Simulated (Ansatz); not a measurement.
This script makes an equation of state with a fit of CsI, space group Pm-3m with Ansatz 0.2.0 through its Python package.

`eos_csi.py`:
```python
# -*- coding: utf-8 -*-
"""Equation of state of CsI."""

import warnings

import ansatz as az
import numpy as np
from pymatgen.analysis.eos import EOS

VECTORS = np.array([
    [4.5667, 0.0, 0.0],
    [0.0, 4.5667, 0.0],
    [0.0, 0.0, 4.5667],
])
SITES = [
    ("Cs", (0.0, 0.0, 0.0)),
    ("I", (0.5, 0.5, 0.5)),
]


def make_crystal(cell):
    crystal = az.Crystal(lattice=az.Lattice.of(cell))
    for symbol, position in SITES:
        crystal = crystal.atom(symbol, position)
    return crystal


def main():
    warnings.simplefilter("ignore", az.DeckWarning)

    # scale the volume, keep shape and fractions
    volumes, energies = [], []
    for scale in np.linspace(0.95, 1.07, 5):
        cell = VECTORS * scale ** (1 / 3)
        job = (
            make_crystal(cell).calculation()
            .functional("r2scan")
            .basis(530)
            .occupations("Fixed")
            .kpoints(4, 4, 4)
        )
        rep = job.run(threads=1, backend="cpu").report
        volumes.append(abs(np.linalg.det(cell)) / len(SITES))
        energies.append(rep["free_energy_ev"] / len(SITES))
        print(f"V = {volumes[-1]:8.4f} A^3/atom  F = {energies[-1]:.5f} eV/atom")

    for form in ["vinet", "birch_murnaghan", "murnaghan"]:
        fit = EOS(eos_name=form).fit(volumes, energies)
        print(f"{form:18s} V0 {fit.v0:8.4f} A^3/atom  B0 {fit.b0_GPa:7.1f} GPa  B1 {fit.b1:5.2f}")


if __name__ == "__main__":
    main()
```

From its runs, with one value withheld:

| V (Å³/atom) | F less the lowest row shown (meV/atom) |
| --- | --- |
| 45.238 | 13.15 |
| 46.666 | ? |
| 48.095 | 0.58 |
| 49.523 | 0.00 |
| 50.952 | 2.40 |

What is the missing energy at 46.666 Å³ an atom?

A third-order Birch-Murnaghan fit, E = E0 + (9 V0 B0 / 16) [(t - 1)³ B' + (t - 1)² (6 - 4t)] with t = (V0/V)^(2/3), through the 4 rows shown gives V0 = 49.058 Å³, B0 = 12.1 GPa, B' = 5.19 and E0 = -0.16 meV. At V = 46.666 Å³, t = 1.03389, and the fit interpolates to 4.73 meV. The run gave 4.74 meV, a miss of 0.00 meV.

The structure is a deposited one; some such entries were measured under pressure or heat, so a shift against it needn't be the functional's error alone. Finished in 17 s on 1 thread of Intel(R) Xeon(R) Platinum 8488C (Sapphire Rapids) (shared host), peak memory 0.65 GiB.
